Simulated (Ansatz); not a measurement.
Starting cell, ZnTe (zinc blende):

```yaml
crystal:
  lattice:
    - [0.00000, 3.05670, 3.05670]
    - [3.05670, 0.00000, 3.05670]
    - [3.05670, 3.05670, 0.00000]
  atoms:
    - { symbol: Te, position: [0.75000, 0.75000, 0.75000] }
    - { symbol: Zn, position: [0.00000, 0.00000, 0.00000] }
```

In this cell atom 1 (Te, nearest neighbour Zn at 2.647 Å; its periodic images, 4.3 Å or more away, move with it) is moved by u·(1.000, 0.000, 0.000) + v·(0.000, 0.000, 1.000); the rest is frozen.

Method: r2SCAN (plane waves to 500 eV, PAW, scalar-relativistic; Ansatz, a quantum-chemistry and plane-wave program). k mesh 8×8×8 (Γ-centred), Fermi-Dirac smearing 0.05 eV. Energies are smeared free energies. Spin-orbit coupling is left out, though Te is heavy. ZnTe was relaxed with its symmetry unable to fall. The zero of ΔE is the undisplaced structure. Axes are in Å.

### Question
Estimate the ΔE (meV/cell) for all points of the grid u = -0.400, -0.200, 0.000, 0.200, 0.400 by v = -0.400, -0.200, 0.000, 0.200, 0.400.

### Answer
ΔE (meV/cell), with u across and v down:

```csv
v \ u,-0.400,-0.200,0.000,0.200,0.400
-0.400,932,521,381,521,932
-0.200,521,206,98,206,521
0.000,381,98,0,98,381
0.200,521,206,98,206,521
0.400,932,521,381,521,932
```

(For displaced atoms, the force is minus the slope of the energy, and its curvature is a force constant, which sets phonon frequencies.)
